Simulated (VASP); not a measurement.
# BeTe (F-43m) in VASP: single point with PBE

Aim: the single point of BeTe with PBE.

Program: VASP 6.6.1. These are calculated values, not measurements. Logs are shortened: lines on timing, memory, paths and dates and some standing lists are left out, and cuts for length are marked.

**1. The structure**

The structure is cubic, space group F-43m (No. 216). The conventional cell has a = 5.669 Å, b = 5.669 Å, c = 5.669 Å, α = 90.00°, β = 90.00°, γ = 90.00°. Around Be (site symmetry -43m) lie 4 Te at 2.45 Å. Around Te (site symmetry -43m) lie 4 Be at 2.45 Å.

The cell was built by a generator and needn't be a form met in nature.

**2. Single point, PBE**

File INCAR:

```
PREC     = Accurate       # precision mode
ENCUT    = 520            # plane-wave cutoff, eV
EDIFF    = 1E-7           # SCF threshold, eV
ISMEAR   = 0              # smearing method
SIGMA    = 0.03           # smearing width, eV
LREAL    = False          # projectors in reciprocal space
LASPH    = True           # aspherical terms in the spheres
NELM     = 60             # most SCF steps
ALGO     = Normal         # electronic algorithm
ISIF     = 2              # what is computed and relaxed
LWAVE    = False          # write WAVECAR
LCHARG   = False          # write CHGCAR
GGA      = PE             # functional
NBANDS   = 11             # bands
KPAR     = 8
```

File KPOINTS:

```
regular mesh
0
Gamma
  7 7 7
```

File POSCAR:

```
BeTe
1.0
    0.0000000000      2.8342600000      2.8342600000
    2.8342600000      0.0000000000      2.8342600000
    2.8342600000      2.8342600000      0.0000000000
Be Te
1 1
Direct
    0.0000000000      0.0000000000      0.0000000000
    0.7500000000      0.7500000000      0.7500000000
```

Potentials or basis: VASP PAW PBE potentials, release 64 (Be, Te).

The run is started by

```
> cat potpaw_PBE.64/Be/POTCAR potpaw_PBE.64/Te/POTCAR > POTCAR
> mpirun -np 8 vasp_std > vasp.out
```

OUTCAR:

```text
PREC = Accurate
   ENCUT = 520
   EDIFF = 1E-7
   ISMEAR = 0
   LREAL = False
   LASPH = True
   NELM = 60
   ISIF = 2
   GGA = PE

 ion  position               nearest neighbor table
   1  0.000  0.000  0.000-   2 2.45   2 2.45   2 2.45   2 2.45
   2  0.750  0.750  0.750-   1 2.45   1 2.45   1 2.45   1 2.45

  LATTYP: Found a face centered cubic cell.
 ALAT       =     5.6685200000

  Lattice vectors:

 A1 = (   0.0000000000,   2.8342600000,   2.8342600000)
 A2 = (   2.8342600000,   0.0000000000,   2.8342600000)
 A3 = (   2.8342600000,   2.8342600000,   0.0000000000)

Analysis of symmetry for initial positions (statically):
=====================================================================
 Subroutine PRICEL returns:
 Original cell was already a primitive cell.

 Routine SETGRP: Setting up the symmetry group for a
 face centered cubic supercell.

 Subroutine GETGRP returns: Found 24 space group operations
 (whereof 24 operations were pure point group operations)
 out of a pool of 48 trial point group operations.

The static configuration has the point symmetry T_d .

Analysis of symmetry for dynamics (positions and initial velocities):
=====================================================================
 Subroutine PRICEL returns:
 Original cell was already a primitive cell.

 Routine SETGRP: Setting up the symmetry group for a
 face centered cubic supercell.

 Subroutine GETGRP returns: Found 24 space group operations
 (whereof 24 operations were pure point group operations)
 out of a pool of 48 trial point group operations.

The dynamic configuration has the point symmetry T_d .

 Subroutine INISYM returns: Found 24 space group operations
 (whereof 24 operations are pure point group operations),
 and found     1 'primitive' translations

----------------------------------------------------------------------------------------

                                     Primitive cell

  volume of cell :      45.5354

  direct lattice vectors                    reciprocal lattice vectors
     0.000000000  2.834260000  2.834260000    -0.176412891  0.176412891  0.176412891
     2.834260000  0.000000000  2.834260000     0.176412891 -0.176412891  0.176412891
     2.834260000  2.834260000  0.000000000     0.176412891  0.176412891 -0.176412891

  length of vectors
     4.008248931  4.008248931  4.008248931     0.305556090  0.305556090  0.305556090

  position of ions in fractional coordinates (direct lattice)
     0.000000000  0.000000000  0.000000000
     0.750000000  0.750000000  0.750000000

  ion indices of the primitive-cell ions
   primitive index   ion index
                 1           1
                 2           2

----------------------------------------------------------------------------------------

 KPOINTS: regular mesh

Automatic generation of k-mesh.
 Grid dimensions read from file:
 generate k-points for:    7    7    7

 Generating k-lattice:

  Cartesian coordinates                     Fractional coordinates (reciprocal lattice)
    -0.025201842  0.025201842  0.025201842     0.142857143  0.000000000  0.000000000
     0.025201842 -0.025201842  0.025201842     0.000000000  0.142857143  0.000000000
     0.025201842  0.025201842 -0.025201842     0.000000000  0.000000000  0.142857143

  Length of vectors
     0.043650870  0.043650870  0.043650870

  Shift w.r.t. Gamma in fractional coordinates (k-lattice)
     0.000000000  0.000000000  0.000000000

 Subroutine IBZKPT returns following result:
 ===========================================

 Found     20 irreducible k-points:

 Following reciprocal coordinates:
            Coordinates               Weight
  0.000000  0.000000  0.000000      1.000000
  0.142857  0.000000  0.000000      8.000000
  0.285714  0.000000  0.000000      8.000000
  0.428571  0.000000  0.000000      8.000000
  0.142857  0.142857  0.000000      6.000000
  0.285714  0.142857  0.000000     24.000000
[... 12 lines left out ...]
 -0.428571  0.428571  0.142857     24.000000
 -0.285714  0.428571  0.142857     24.000000
   k-points           NKPTS =     20   k-points in BZ     NKDIM =     20   number of bands    NBANDS=     11
   number of dos      NEDOS =    301   number of ions     NIONS =      2
   total plane-waves  NPLWV =  27000
   dimension x,y,z NGX =    30 NGY =   30 NGZ =   30
   dimension x,y,z NGXF=    60 NGYF=   60 NGZF=   60
   ions per type =               1   1
   NGX,Y,Z   is equivalent  to a cutoff of  12.44, 12.44, 12.44 a.u.
   NGXF,Y,Z  is equivalent  to a cutoff of  24.89, 24.89, 24.89 a.u.
 SYSTEM =  unknown system
   PREC   = accura    normal or accurate (medium, high low for compatibility)
   ISTART =      0    job   : 0-new  1-cont  2-samecut
   ICHARG =      2    charge: 1-file 2-atom 10-const
   ISPIN  =      1    spin polarized calculation?
   LNONCOLLINEAR =      F non collinear calculations
   LSORBIT =      F    spin-orbit coupling
   LASPH  =      T    aspherical Exc in radial PAW
   ENCUT  =  520.0 eV  38.22 Ry    6.18 a.u.   7.45  7.45  7.45*2*pi/ulx,y,z
   NELM   =     60;   NELMIN=  2; NELMDL= -5     # of ELM steps
   EDIFF  = 0.1E-06   stopping-criterion for ELM
   LREAL  =      F    real-space projection
   EDIFFG = 0.1E-05   stopping-criterion for IOM
   NSW    =      0    number of steps for IOM
   IBRION =     -1    ionic relax: 0-MD 1-quasi-New 2-CG
   NFREE  =      0    steps in history (QN), initial steepest desc. (CG)
   ISIF   =      2    stress and relaxation
   ISYM   =      2    0-nonsym 1-usesym 2-fastsym
   POTIM  = 0.5000    time-step for ionic-motion
   TEBEG  =    0.0;   TEEND  =   0.0 temperature during run
   PSTRESS=    0.0 pullay stress
   NELECT =       8.0000    total number of electrons
   NUPDOWN=      -1.0000    fix difference up-down
   EMIN   =  10.00;   EMAX   =-10.00  energy-range for DOS
   EFERMI =   0.00;   METHOD = LEGACY
   ISMEAR =     0;   SIGMA  =   0.03  broadening in eV -4-tet -1-fermi 0-gaus
   EFERMI_NEDOS =   21; number of points for ismear=-14 and -15
   IALGO  =     38    algorithm
   IMIX   =      4    mixing-type and parameters
     AMIX     =   0.40;   BMIX     =  1.00
     AMIX_MAG =   1.60;   BMIX_MAG =  1.00
  volume/ion in A,a.u.               =      22.77       153.64
  Fermi-wavevector in a.u.,A,eV,Ry     =   0.916900  1.732689 11.438486  0.840705
  Thomas-Fermi vector in A             =   2.041808
   LORBIT       =      0    0 simple, 1 ext, 2 COOP (PROOUT), +10 PAW based schemes
   GGA     = PE    functional components
   LHFCALC =     F    Hartree Fock is set to
   AEXX    =    0.0000 exact exchange contribution
   IVDW    =     0    specifies the selected vdW correction
   LEPSILON=     F    determine dielectric tensor
   LRPA    =     F    only Hartree local field effects (RPA)
 non-spin polarized calculation
 Gauss-broadening in eV      SIGMA  =   0.03
  energy-cutoff  :      520.00
  volume of cell :       45.54
 maximum number of plane-waves:      1243
 NGX is ok and might be reduce to    30
   NGX = 15   NGY = 15   NGZ = 15

 number of electron       8.0000001 magnetization

 Free energy of the ion-electron system (eV)
  ---------------------------------------------------
  ext. energy  EPLUGINS =         0.00000000
  ---------------------------------------------------
  free energy    TOTEN  =        -7.62318534 eV

  energy without entropy =       -7.62318534  energy(sigma->0) =       -7.62318534

 E-fermi :   5.0445     XC(G=0):  -8.9787

 val. band max:        4.8818437181   @ k =   0.0000   0.0000   0.0000
 cond. band min:       6.9528615566   @ k =   0.4286   0.4286   0.0000
 fundamental gap:      2.0710178385
 Fermi energy:         5.0444628557

 k-point     1 :       0.0000    0.0000    0.0000
  band No.  band energies     occupation
      1      -7.2888      2.00000
      2       4.8818      2.00000
      3       4.8818      2.00000
      4       4.8818      2.00000
      5       8.5069      0.00000
      6       8.5069      0.00000
      7       8.5069      0.00000
      8       8.5624      0.00000
      9      13.1691      0.00000
     10      15.0857      0.00000
     11      15.0857      0.00000

 k-point     2 :       0.1429    0.0000    0.0000
  band No.  band energies     occupation
      1      -7.1025      2.00000
      2       3.3094      2.00000
      3       4.5969      2.00000
      4       4.5969      2.00000
      5       8.3536      0.00000
      6       8.9234      0.00000
      7       8.9234      0.00000
      8      10.1660      0.00000
      9      13.6885      0.00000
     10      14.0711      0.00000
     11      14.0711      0.00000

 k-point     3 :       0.2857    0.0000    0.0000
  band No.  band energies     occupation
      1      -6.6076      2.00000
      2       1.1218      2.00000
      3       4.1174      2.00000
      4       4.1174      2.00000
      5       8.0902      0.00000
      6       9.4449      0.00000
      7       9.4449      0.00000
      8      12.2463      0.00000
      9      13.9389      0.00000
     10      14.0715      0.00000
     11      14.0715      0.00000

 k-point     4 :       0.4286    0.0000    0.0000
  band No.  band energies     occupation
      1      -6.0845      2.00000
      2      -0.3257      2.00000
      3       3.8204      2.00000
      4       3.8204      2.00000
      5       7.9273      0.00000
      6       9.4918      0.00000
      7       9.4918      0.00000
      8      12.7259      0.00000
      9      15.1890      0.00000
     10      15.6289      0.00000
     11      15.6289      0.00000

 k-point     5 :       0.1429    0.1429    0.0000
  band No.  band energies     occupation
      1      -7.0400      2.00000
      2       3.5437      2.00000
      3       4.1000      2.00000
      4       4.1000      2.00000
      5       8.0457      0.00000
      6       9.6697      0.00000
      7       9.6697      0.00000
      8       9.7090      0.00000
      9      12.8184      0.00000
     10      14.1849      0.00000
     11      15.4004      0.00000
[... 155 lines left out ...]
 k-point    17 :       0.4286    0.2857    0.1429
  band No.  band energies     occupation
      1      -6.2124      2.00000
      2       0.9682      2.00000
      3       2.3363      2.00000
      4       3.3843      2.00000
      5       8.6027      0.00000
      6       9.7852      0.00000
      7      10.1163      0.00000
      8      11.7068      0.00000
      9      14.3027      0.00000
     10      15.5716      0.00000
     11      16.5922      0.00000

 k-point    18 :      -0.4286    0.2857    0.1429
  band No.  band energies     occupation
      1      -5.7778      2.00000
      2       0.1287      2.00000
      3       1.8245      2.00000
      4       2.9091      2.00000
      5       9.1023      0.00000
      6       9.5092      0.00000
      7      11.1518      0.00000
      8      12.2930      0.00000
      9      13.9189      0.00000
     10      15.7858      0.00000
     11      17.2647      0.00000

 k-point    19 :      -0.4286    0.4286    0.1429
  band No.  band energies     occupation
      1      -5.6040      2.00000
      2       0.2211      2.00000
      3       1.7786      2.00000
      4       2.1623      2.00000
      5       8.2431      0.00000
      6       8.9156      0.00000
      7      11.7763      0.00000
      8      13.4972      0.00000
      9      15.1962      0.00000
     10      16.5330      0.00000
     11      17.7528      0.00000

 k-point    20 :      -0.2857    0.4286    0.1429
  band No.  band energies     occupation
      1      -5.5332      2.00000
      2       0.3372      2.00000
      3       1.1231      2.00000
      4       2.2562      2.00000
      5       8.8445      0.00000
      6      10.8480      0.00000
      7      11.1000      0.00000
      8      11.5872      0.00000
      9      14.6130      0.00000
     10      16.1031      0.00000
     11      17.7955      0.00000

------------------------ aborting loop because EDIFF is reached ----------------------------------------

  FORCE on cell =-STRESS in cart. coord.  units (eV):
  Direction    XX          YY          ZZ          XY          YZ          ZX
  --------------------------------------------------------------------------------------
  -------------------------------------------------------------------------------------
  Total        0.0014014      0.0014014      0.0014014      0.0000000      0.0000000      0.0000000
  in kB        0.0493072      0.0493072      0.0493072      0.0000000      0.0000000      0.0000000
  external PRESSURE =       0.0493072 kB  Pullay stress =       0.0000000 kB

 VOLUME and BASIS-vectors are now :
 -----------------------------------------------------------------------------
  energy-cutoff  :      520.00
  volume of cell :       45.54
      direct lattice vectors                 reciprocal lattice vectors
     0.000000000  2.834260000  2.834260000    -0.176412891  0.176412891  0.176412891
     2.834260000  0.000000000  2.834260000     0.176412891 -0.176412891  0.176412891
     2.834260000  2.834260000  0.000000000     0.176412891  0.176412891 -0.176412891

 POSITION                                       TOTAL-FORCE (eV/Angst)
 -----------------------------------------------------------------------------------
      0.00000      0.00000      0.00000        -0.000000     -0.000000      0.000000
      4.25139      4.25139      4.25139         0.000000      0.000000     -0.000000
 -----------------------------------------------------------------------------------
    total drift:                               -0.000000     -0.000000     -0.000000

  FREE ENERGIE OF THE ION-ELECTRON SYSTEM (eV)
  ---------------------------------------------------
  free  energy   TOTEN  =        -7.6231853369 eV

  energy  without entropy=       -7.6231853369  energy(sigma->0) =       -7.62318534
```

Run time: 5.2 s. Hardware: 8 MPI ranks of Intel Xeon 6975P-C (Granite Rapids), shared host; peak memory 0.15 GiB.

What came out:

| Quantity | Value |
| --- | --- |
| Free energy | -7.6232 eV |
| Pressure | 0.0 GPa |
| Band gap on the k mesh | 2.07 eV, indirect (least direct gap 3.63 eV) |

Caveat: spin-orbit coupling is left out, which moves the levels of the heavy elements; an odd mesh through Γ misses points on the zone boundary, where band edges often lie.
